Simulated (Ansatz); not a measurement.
# Quasi-harmonic thermodynamics of AgBr (Fm-3m), part 3 of 3

How much does AgBr expand with temperature?

What experiment has found for this phase:
- volume expansion coefficient 102.3 1e-6/K near room temperature (given in “Descriptors for thermal expansion in solids”, 2017, arXiv:1701.03966)

Ansatz 0.2.0; DFT RPBE, scalar-relativistic, plane waves, PAW.

So far. Step 2 (A first coarse run): The start is under 5.1 GPa at this level and looks like an insulator or semiconductor on this mesh. Step 5 (Relaxing to small residual forces and stress): The residual pressure is -0.0086 GPa, small enough for phonons. The relaxed cell has a = 5.995 Å (conventional setting).

The database entry behind the starting cell differs from later determinations by our own check (about 0.6 % short of the room-temperature cell), so it need not match the best structure at ambient conditions.

## 7. Phonons of the refused cell

The study refused this cell, so its phonons are run alone to see which modes are imaginary.

input.yaml

```yaml
crystal:
  lattice:
    - [0.0, 2.997467322, 2.997467322]
    - [2.997467322, 0.0, 2.997467322]
    - [2.997467322, 2.997467322, 0.0]
  atoms:
    - { symbol: Ag, position: [0.0, 0.0, 0.0] }
    - { symbol: Br, position: [0.5, 0.5, 0.5] }
kpoints:
  mp_grid: { grid: [8, 8, 8] }
hamiltonian:
  xc: rpbe
scf:
  occupations: { method: fixed }
  lower_state_search: "off"
output:
  eigenvalues: true
phonons:
  method: dfpt
  dielectric: true
  rigid_motions: translations
  qmesh: [4, 4, 4]
  temperatures: { t_max: 1000, t_step: 50 }
  qpath:
    path:
      - [[0.0, 0.0, 0.0], [0.5, 0.0, 0.5], [0.625, 0.25, 0.625]]
      - [[0.375, 0.375, 0.75], [0.0, 0.0, 0.0], [0.5, 0.5, 0.5], [0.5, 0.25, 0.75], [0.5, 0.0, 0.5]]
    npoints: 10
```

The run is started by

```sh
$ ansatz run input.yaml --threads 8 --pin off --max-ram 16384MiB --backend cpu --events-out ev --progress --plain --runs-dir out
```

Numbers of over 12 decimals in the logs are rounded to 6 here.

The log of the run:

```text
[...]
Crystal: 2 atoms, lattice volume = 53.863 Å³
Basis set: ecut = 420 eV, 1067 PW (Γ), exchange–correlation on 60×60×60 points (8 copies of the dense FFT grid, shifted against one another)
Bands: 17, of which v1, the nominal top of the filled ones, is band 13 counted from 1 (12 counted from 0)
Symmetry: 48 space group operations
k-points: 59 of 512 (irreducible under 8 space group operations, time reversal used)
[...]
SCF iter   1: F=—  HF=-10388.700160 eV  |F-HF|=—  |Δ(HF+E_count)|=         —  Δρ=4.10e-3  dr2=9.33e-3  ethr=1.77e-3  ⟨swp⟩=5.0  Hψ=4170  notcnv=0  defer=112
[...]
SCF iter   8: F=-10388.699747 eV  HF=-10388.699747 eV  |F-HF|=1.82e-12  |Δ(HF+E_count)|=  4.22e-10  Δρ=3.69e-8  dr2=3.93e-13  ethr=1.00e-12  ⟨swp⟩=9.0  Hψ=6283  notcnv=0
SCF 1 converged in 8 iterations: F = -10388.699747 eV  dr2 = 3.93e-13
[...]
DFPT response loops at Γ: preconditioner auto → none (the input reference at scf.mixing.eps_inf says where Resta's filter doesn't serve); β = 0.50; Broyden in place of MSR1
── the response to a field inside a basis, on 8×8×8 k-points: an SCF that follows is theirs, and a resumed run solves both again ──
Bands: 14, of which v1, the nominal top of the filled ones, is band 13 counted from 1 (12 counted from 0)
k-points: 60 of 512 (irreducible under 12 space group operations)
[...]
Eigensolver: Dense (60 Hₖ)
SCF iter   1: F=—  HF=-10388.696368 eV  |F-HF|=—  |Δ(HF+E_count)|=         —  Δρ=3.32e-4  dr2=6.94e-6  ethr=1.00e-1
[...]
SCF iter   4: F=-10388.696393 eV  HF=-10388.696393 eV  |F-HF|=1.61e-8  |Δ(HF+E_count)|=   2.36e-7  Δρ=1.01e-5  dr2=2.15e-8  ethr=6.46e-9
SCF 1 converged in 4 iterations: F = -10388.696393 eV  dr2 = 2.15e-8
[...]
NSCF: frozen V_eff on 29 k-points
[...]
DFPT response loops at q = (0, 0, 0.25) (fractional): preconditioner auto → Resta (q_TF=auto, 2.416 Å⁻¹)  ε∞=8.1 (no band partly filled); β = 1.00, the filter's whole step (`scf.mixing.beta` (0.50) is not read by the response loops at its default; to damp them type it under 1.00, their step now; it binds the ground state too); Broyden in place of MSR1
[...]
SCF converged after 8 iterations
Free energy (F): -10388.699747 eV
[...]
Internal energy: -10388.699747 eV  (E = F + TS)
E sigma→0 (E₀):  -10388.699747 eV
Fermi energy:    6.285655 eV
[...]
--- Band table (eV; the first three rows and the last of 59) ---
  k-point 0: bands = [... 9 lower, 3.9908, 4.8017, 4.8017, 4.8017, 7.2063, 16.3255, 16.3255, 16.3255]
  k-point 1: bands = [... 9 lower, 4.0208, 4.4663, 5.1537, 5.1537, 7.9299, 15.0726, 15.8951, 15.8951]
  k-point 2: bands = [... 9 lower, 4.0948, 4.3880, 5.6958, 5.6958, 9.1879, 13.5823, 14.6645, 14.6645]
  k-point 58: bands = [... 9 lower, 4.2767, 4.4037, 4.4037, 5.1086, 9.9985, 13.5455, 14.0858, 14.0858]
--- Phonons (Γ-DFPT): 2 representative perturbations + reference, on 59 of 512 k-points (Σ response iterations 6) ---
  k mesh reduced under 8 symmetry operations, with k and −k counted as one. Each operation leaves every solved perturbation unchanged. A smaller set is not considered because the run solves the response to a homogeneous field
  ASR residual: 4.683e-5 → 0.000e0 eV/Å²; symmetrization residual: 2.190e-5 eV/Å²
  ASR residual per site (eV/Å²): 4.68e-5 1.13e-5
  Γ frequencies (cm⁻¹): 0.00 0.00 0.00 44.21 44.21 44.21
  ε∞ (high-frequency dielectric tensor):
        5.388722     0.000000    -0.000000
        0.000000     5.388722    -0.000000
       -0.000000    -0.000000     5.388722
  ε⁰ (static dielectric tensor: ions relaxed, cell fixed):
       30.567364    -0.000000    -0.000000
       -0.000000    30.567364     0.000000
       -0.000000     0.000000    30.567364
  ε⁰ − ε∞ (ionic part):
       25.178642    -0.000000     0.000000
       -0.000000    25.178642     0.000000
        0.000000     0.000000    25.178642
  softest optical mode at Γ: 44.21 cm⁻¹; the repairs (sum rule, projections) moved no ω² at Γ by more than (0.75 cm⁻¹)²
  Born effective charges Z* (e; rows j = field, columns β = displacement):
    site 0:
         1.57253   -0.00000    0.00000
        -0.00000    1.57253    0.00000
        -0.00000   -0.00000    1.57253
    site 1:
        -1.57253    0.00000   -0.00000
         0.00000   -1.57253   -0.00000
         0.00000    0.00000   -1.57253
  Z* charge neutrality: 2.235e-4 e pre-enforcement
  solved inside a basis spanned on kpoints, on 8×8×8 k-points, its susceptibility summed on 12×12×12: ε∞ is read to err by 1.4e-2, Z* by 2.0e-2 e (field_mesh: kpoints solves on kpoints); Z* is corrected for what the basis lacks
  optical modes at Γ without the LO–TO term, one row a degenerate level:
      ω (cm⁻¹)  modes    IR ((D/Å)²/amu)
         44.21      3             3.7286
  optical modes at Γ + LO–TO along q̂ = [1.0000, 0.0000, 0.0000]:
      ω (cm⁻¹)  modes    IR ((D/Å)²/amu)
         44.21      2             2.4858
        105.30      1             1.2429
  optical modes at Γ + LO–TO along q̂ = [0.0000, 1.0000, 0.0000]:
      ω (cm⁻¹)  modes    IR ((D/Å)²/amu)
         44.21      2             2.4858
        105.30      1             1.2429
  optical modes at Γ + LO–TO along q̂ = [0.0000, 0.0000, 1.0000]:
      ω (cm⁻¹)  modes    IR ((D/Å)²/amu)
         44.21      2             2.4858
        105.30      1             1.2429
--- Phonons (arbitrary-q DFPT): 8 irreducible q on the 4×4×4 mesh ---
  q = [0.0000, 0.0000, 0.0000] (star 1, of the zone-centre solve; hermiticity 1.33e-4, symmetrization 6.49e-12): -0.00 0.00 0.00 44.21 44.21 44.21
  q = [0.0000, 0.0000, 0.2500] (star 8, 2 solved perturbations on 288 of 512 k-point pairs; hermiticity 1.77e-5, symmetrization 1.34e-11): 9.08 9.08 39.22 39.22 55.68 107.00
[...]
q = [0.0000, 0.2500, 0.2500] (star 6, 4 solved perturbations in 528 linear systems a pass and spin channel, the states on 164 of 512 k-point pairs; hermiticity 1.59e-5, symmetrization 6.05e-13): 22.93 22.93 54.19 58.83 58.83 91.42
[...]
sum rule: each row above includes the acoustic sum rule's correction from the zone centre's row sums; it moved no ω² by more than (0.34 cm⁻¹)²
  mesh force constants: q→R imaginary residual 2.80e-18; ASR residual 4.683e-5 → 0.000e0 eV/Å²; symmetrization residual 1.110e-15 eV/Å²
  interpolated dispersion: 63 rows × 6 modes
  density of states and harmonic sums: on the 20×20×20 q-mesh, interpolated from the force constants of a 4×4×4 supercell (with the dipole–dipole term)
  largest difference from the sums on the solved wave vectors: F 3.17e-2 eV, S 4.18e-5 and C_V 1.02e-5 eV/K
  zero-point energy: 0.019801 eV/cell   skipped modes (ω ≤ 0): 73, of them read as no rigid motion or as one in doubt: 70 (2.415e-1 modes/cell left out, lowest -28.87 cm⁻¹)   left out of the sums: 4.03e-2 of the cell's modes: C_V's classical limit lies that fraction below 3 k_B per atom; for a crystal, a wire or a layer, F and S can be off by more, and a phonons.interpolated_qmesh denser along its periods is the remedy for the sampling
```

It took 50 s on 8 threads of Arm Neoverse V2, shared host; peak memory 1.2 GiB; 6.1 min of CPU time.

This step gave:

```yaml
gamma_frequencies: 0, 0, 0, 44.21, 44.21, 44.21 cm⁻¹ (negative: imaginary)
lowest_frequency_on_the_path: -28.87 cm⁻¹
point_group: m-3m
highest_frequency: 107.3 cm⁻¹
```

ε∞:

```
5.39 0.00 0.00
0.00 5.39 0.00
0.00 0.00 5.39
```

Born charge (rows field, columns displacement) (e), principal values of the symmetric part by kind of site:

```tsv
atom	atoms with these values	low	middle	high	mean
Ag1	1	1.57	1.57	1.57	1.57
Br2	1	-1.57	-1.57	-1.57	-1.57
```

In full for Br2:

```
-1.57  0.00  0.00
 0.00 -1.57  0.00
 0.00  0.00 -1.57
```

ε₀ (ions relaxed, fixed cell):

```
30.57  0.00  0.00
 0.00 30.57  0.00
 0.00  0.00 30.57
```

LO-TO term included. The phonon branches at the labelled points (cm⁻¹):

```tsv
point	branch 1	branch 2	branch 3	branch 4	branch 5	branch 6
Γ	0	0	0	44	44	105
halfway	23	23	54	59	59	91
X	28	28	39	72	72	97
halfway	30	37	39	67	76	96
U	35	37	52	54	86	91
jump to K	35	37	52	54	86	91
halfway	-25	28	39	60	62	101
Γ	0	0	0	44	44	105
halfway	9	9	39	39	56	107
L	-29	-29	42	42	80	106
halfway	28	40	41	61	67	101
W	35	35	55	67	86	86
halfway	31	38	43	70	76	94
X	28	28	39	72	72	97
```

The phonon branches as a text plot (rows in cm⁻¹):

```
    104 |***                     *********************
     99 |   *       ***      ****                     **       **
     93 |    *******   ******                           *   ***
     87 |                 **                             ***
     82 |               **  *                   ***      * **
     76 |              *     **                *   **   *    **
     70 |         *****        *              *      * *    *****
     65 |       **     **   *****            *        ** ***
     59 |      *         * *    *                     * *
     53 |    *****        *      ***        *           ****
     48 | *****   **     * *        **     *         *      **
     42 |*          *   *   ****  ********** ***********
     36 |   *        *******    ****      * *          **********
     31 |            ****  *****    *               * *     *****
     25 |  *   ******           **       *
     19 |   ***                   **
     14 | **                *       **  * **         *
      8 | *                         **   *  *      *
      2 |*                        **  ***
     -3 |
     -9 |                                    *
    -15 |                        *                  *
    -20 |                    **               *
    -26 |                      **              *****
         Γ           X  U|K            Γ         L        W     X
```

Tetrahedra on 20 20 20, mean over bins of 2 cm⁻¹. The phonon density of states by wavenumber; read off at these points:

```tsv
wavenumber (cm⁻¹)	phonon density of states (1/cm⁻¹/cell)
-29.0	0.00122
-25.0	0.0167
-21.0	0.0103
-17.0	0.0081
-15.0	0.00758
-11.0	0.00633
-7.0	0.00611
-3.0	0.00629
1.0	0.00664
5.0	0.0078
7.0	0.00921
11.0	0.0157
15.0	0.0169
19.0	0.0246
23.0	0.0342
27.0	0.0669
29.0	0.0881
33.0	0.105
37.0	0.128
41.0	0.149
45.0	0.0622
49.0	0.0621
51.0	0.0706
55.0	0.0532
59.0	0.104
63.0	0.0778
67.0	0.0624
71.0	0.0583
73.0	0.0466
77.0	0.0340
81.0	0.0207
85.0	0.00868
89.0	0.0075
93.0	0.0495
95.0	0.0988
99.0	0.0597
103.0	0.0597
107.0	0.0179
```

No LO-TO term. The modes at Γ (shares of kinetic energy by element, %):

```tsv
mode	frequency (cm⁻¹)	symmetry	Ag %	Br %
1	0.0	T1u	57	43
2	0.0	T1u	57	43
3	0.0	T1u	57	43
4	44.2	T1u	43	57
5	44.2	T1u	43	57
6	44.2	T1u	43	57
```

Displacements in mode 5 (44.2 cm⁻¹), the largest set to 1:
```
Ag1 -0.74  0.48 -0.09
Br2  1.00 -0.65  0.12
```

Lowest modes at the softest wavevector of the mesh; phase exp(i q.(R + tau)). The modes at q = (0.500, 0.000, 0.000) (shares of kinetic energy by element, %) (negative means imaginary):

```tsv
mode	frequency (cm⁻¹)	Ag %	Br %
1	-28.9	0	100
2	-28.9	0	100
3	42.2	100	0
4	42.2	100	0
5	80.3	100	0
6	106.5	0	100
```

Displacements in mode 2 (-28.9 cm⁻¹), the largest set to 1, in the home cell (x, y, z of the real part, then of the imaginary part):
```
Ag1  0.00  0.00  0.00  0.00  0.00  0.00
Br2  0.61 -0.39  1.00 -0.02 -0.03  0.00
```

Displacements in mode 6 (106.5 cm⁻¹), the largest set to 1, in the home cell:
```
Ag1  0.00  0.00  0.00
Br2 -1.00  1.00  1.00
```

Phonopy on the run's constants, 17x17x17 mesh, Gaussian sigma 2.0 cm⁻¹. Modes against wavenumber; read off at these points; values in 1/cm⁻¹/cell:

```tsv
wavenumber (cm⁻¹)	Ag	Br
-35.0	0	3.0e-5
-30.0	1.0e-5	0.00479
-25.0	5.8e-5	0.0115
-20.0	1.2e-4	0.0161
-15.0	2.6e-4	0.00978
-10.0	1.3e-4	0.00418
-5.0	1.1e-4	0.00264
0.0	2.8e-4	0.00160
5.0	9.7e-4	0.00332
10.0	0.00292	0.00562
15.0	0.00486	0.0125
20.0	0.0109	0.0243
25.0	0.0315	0.0206
30.0	0.0672	0.0204
35.0	0.0889	0.0175
40.0	0.127	0.0177
45.0	0.0527	0.0277
50.0	0.0277	0.0278
55.0	0.0331	0.0304
59.4	0.0464	0.0351
60.0	0.0462	0.0347
65.0	0.0397	0.0336
68.4	0.0301	0.0357
70.0	0.0256	0.0343
75.0	0.0133	0.0259
80.0	0.00408	0.0201
85.0	5.8e-4	0.0103
90.0	8.2e-4	0.0188
95.0	0.00366	0.0676
100.0	0.00668	0.0535
105.0	0.00724	0.0387
110.0	5.2e-4	0.00283
115.0	0	0
```

Lorentz oscillators from the run's modes, damping 2 % of each frequency (typed, at least 3 cm⁻¹). The reflectivity, E along x by wavenumber; read off at these points:

```tsv
wavenumber (cm⁻¹)	reflectivity, E along x
5.0	0.483
10.0	0.489
15.0	0.500
20.0	0.515
25.0	0.538
30.0	0.572
35.0	0.623
40.0	0.714
45.0	0.888
50.0	0.94
55.0	0.948
60.0	0.95
60.9	0.95
65.0	0.948
70.0	0.944
75.0	0.938
80.0	0.928
85.0	0.912
90.0	0.887
95.0	0.841
100.0	0.738
105.0	0.356
110.0	0.0245
115.0	0.001
120.0	0.00912
```

The lowest solved frequency is -28.9 cm⁻¹, so the cell is unstable here and gives no valid free energy.

## 8. Outcome

```json
{"lowest frequency at the solved wavevectors": "-28.9 cm⁻¹"}
```

**Reading.** With imaginary harmonic modes at the relaxed cell the quasi-harmonic free energy is undefined, so no expansion is obtained for this phase at this level. The softest solved mode is 29i cm⁻¹ at q = (0, 0, -0.5), and 2 of 8 solved wavevectors carry a mode beyond 8i cm⁻¹. The starting cell comes from a crystallographic database, so the instability may belong to the level of theory or to the 0 K harmonic picture and not to the crystal; this functional changes the volume by +14 % against that cell. The PAW files were made for PBE and are used here under another functional, for which the program regenerates the frozen cores. The cell of these runs is 14 % larger in volume than the database cell; frequencies and all that rests on them shift with it.

[Logs are printed without paths, hosts, clocks, repeated set-up lines and the standing remarks that a program may print on its own settings, such as how far it seeks lower states.]

[Hosts, paths, dates, database ids (printed as entryN), source tags and the programs' standing remarks are cut or masked in the printed files.]

[A step with changed settings may run another functional than the one named; its input shows which.]
